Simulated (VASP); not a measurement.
**BN: relaxation of cell and atoms with r2SCAN**

BN:

```xyz
4
Lattice="2.4982 0.0000 0.0000 -1.2491 2.1635 0.0000 0.0000 0.0000 6.6357" Properties=species:S:1:pos:R:3 pbc="T T T"
B     0.0000    1.4424    1.6589
B     1.2491    0.7212    4.9768
N     0.0000    1.4424    4.9768
N     1.2491    0.7212    1.6589
```

| Quantity | Value |
| --- | --- |
| Program | VASP 6.6.1 |
| Task | relaxation of cell and atoms |
| Functional | r2SCAN |
| Potentials or basis | VASP PAW PBE potentials, release 64 (B, N) |
| Cutoff | 520 eV |
| k mesh | 15 × 15 × 6 |
| Occupations | gaussian, width 0.02 eV |
| Spin | no spin polarisation |
| Further INCAR settings | ALGO = Normal; EDIFF = 1e-07; IBRION = 2; EDIFFG = -0.002; NSW = 80; ISIF = 3 |

```yaml
Relaxed_volume: 9.17 Å³/atom
Relaxed_cell: a = 2.502 Å, b = 2.502 Å, c = 6.765 Å, α = 90.00°, β = 90.00°, γ = 120.00°
Space_group_after_relaxing_to_0.05_Å: P6_3/mmc (No. 194)
Energy_gained_by_relaxing: 0.6 meV/atom
Ionic_steps: 7
Pressure_after_relaxing: 0.0 GPa
Band_gap_on_the_k_mesh: 4.94 eV, indirect (least direct gap 5.36 eV)
```

Step by step:
```tsv
step	energy change (eV)	largest force (eV/Å)	pressure (GPa)	volume (Å³)
1	0.0000	0.0000	1.53	35.87
2	0.0020	0.0000	-2.35	36.31
3	-0.0008	0.0000	0.15	36.02
4	-0.0011	0.0000	0.14	36.08
5	-0.0016	0.0000	0.10	36.25
6	-0.0022	0.0000	0.04	36.60
7	-0.0022	0.0000	0.02	36.69
```

Final structure:
```
CELL_PARAMETERS angstrom
2.50244 0.00000 0.00000
-1.25122 2.16717 0.00000
0.00000 0.00000 6.76472
ATOMIC_POSITIONS crystal
B 0.33333 0.66667 0.25000
B 0.66667 0.33333 0.75000
N 0.33333 0.66667 0.75000
N 0.66667 0.33333 0.25000
```

Levels at points of the mesh, in eV from the valence-band top:
| k point | band 6 | band 7 | band 8 | band 9 | band 10 | band 11 |
| --- | --- | --- | --- | --- | --- | --- |
| (0.00, 0.00, 0.00) | -1.37 | -1.33 | -1.33 | 5.49 | 10.82 | 12.31 |
| (0.00, 0.00, 0.50) | -1.35 | -1.35 | -1.35 | 7.88 | 7.88 | 12.36 |

Run time: 3.5 min on 4 MPI ranks on Intel(R) Xeon(R) Platinum 8488C (Sapphire Rapids) (shared host), peak memory 0.17 GiB a rank.

Caveat: the PAW data sets were made with another functional, which shifts forces and pressure a little; an odd mesh through Γ misses points on the zone boundary, where band edges often lie.
